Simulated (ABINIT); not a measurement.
Crystal: NaI.

```
I Na
1.0
     0.00000    3.23640    3.23640
     3.23640    0.00000    3.23640
     3.23640    3.23640    0.00000
I Na
1 1
Direct
  0.50000 0.50000 0.50000
  0.00000 0.00000 0.00000
```

Base run:

- Program: ABINIT 10.8.3 (patched build)
- Functional: LDA
- Potentials or basis: JTH PAW LDA v2.0
- Cutoff: 1088 eV
- k mesh: 7 × 7 × 7
- Occupations: fermi-dirac, width 0.05 eV
- Spin: no spin polarisation

Its results: band gap on the k mesh 3.33 eV, direct; pressure -1.6 GPa.

Q: The run is repeated on the same cell with these changes: functional from LDA to PBEsol; potentials or basis from JTH PAW LDA v2.0 to PseudoDojo NC SR PBEsol v0.4.1 standard; cutoff from 1088 eV to 1197 eV. What comes out?

A: Band gap on the k mesh 3.51 eV, direct; pressure -0.5 GPa.

Caveats: spin-orbit coupling is left out, which moves the levels of the heavy elements.

Not every run made on this cell is shown here.
